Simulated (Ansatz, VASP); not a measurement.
One calculation of TePb, two programs

INCAR

```
SYSTEM = TePb
  PREC = Accurate
  ENCUT = 520
  EDIFF = 1E-6
  ISMEAR = -1
  SIGMA = 0.02
  LREAL = .FALSE.
  LASPH = .TRUE.
  NELM = 60
  ALGO = Normal
  ISIF = 2
  LWAVE = .FALSE.
  LCHARG = .TRUE.
  GGA = PE
  LELF = .TRUE.
  LVHAR = .TRUE.
  NBANDS = 17
```

KPOINTS

```
Automatic mesh
0
G
  8 8 8
  0 0 0
```

POSCAR

```
TePb
1.0
    0.0000000000      3.3975699750      3.3975699750
    3.3975699750      0.0000000000      3.3975699750
    3.3975699750      3.3975699750      0.0000000000
Pb Te
1 1
Direct
    0.0000000000      0.0000000000      0.0000000000
    0.5000000000      0.5000000000      0.5000000000
```

Input for Ansatz:

```yaml
crystal:
  lattice:
    - [0.0, 3.397569975, 3.397569975]
    - [3.397569975, 0.0, 3.397569975]
    - [3.397569975, 3.397569975, 0.0]
  atoms:
    - { symbol: Pb, position: [0.0, 0.0, 0.0] }
    - { symbol: Te, position: [0.5, 0.5, 0.5] }
kpoints:
  mp_grid: { grid: [8, 8, 8] }
  band_path:
    path:
      - [0.0, 0.0, 0.0]
      - [0.5, 0.0, 0.5]
      - [0.625, 0.25, 0.625]
      - [0.375, 0.375, 0.75]
      - [0.5, 0.5, 0.5]
      - [0.5, 0.25, 0.75]
    npoints: 1
hamiltonian:
  xc: pbe
scf:
  occupations: { method: fermi_dirac, width: 0.02 }
  n_extra_bands: 4
output:
  forces: true
  stress: true
  eigenvalues: true
```

Change from the starting cell: hydrostatic strain +4.0%.

Alike in both runs: task single point; functional PBE; k mesh 8 × 8 × 8; occupations fermi-dirac, width 0.02 eV; no spin polarisation.

|  | VASP | Ansatz |
| --- | --- | --- |
| version | VASP 6.6.1 | Ansatz 0.2.0 |
| potentials or method | VASP PAW PBE potentials, release 64 (Pb_d, Te) | plane waves, PAW |
| plane-wave cutoff (eV) | 520 | 420 |
| valence electrons in the cell | 20 | 30 |

|  | VASP | Ansatz | Ansatz less VASP |
| --- | --- | --- | --- |
| gap on the k mesh at the Fermi level (eV) | 0.98 | 0.98 | -0.003 |
| pressure (GPa) | -3.1 | -3.1 | +0.04 |

The two sets of potentials don't hold the same shells in valence.

Caveats: spin-orbit coupling is left out, which as a rule narrows the gap of such compounds by several tenths of an eV. A k mesh can miss the band edges.
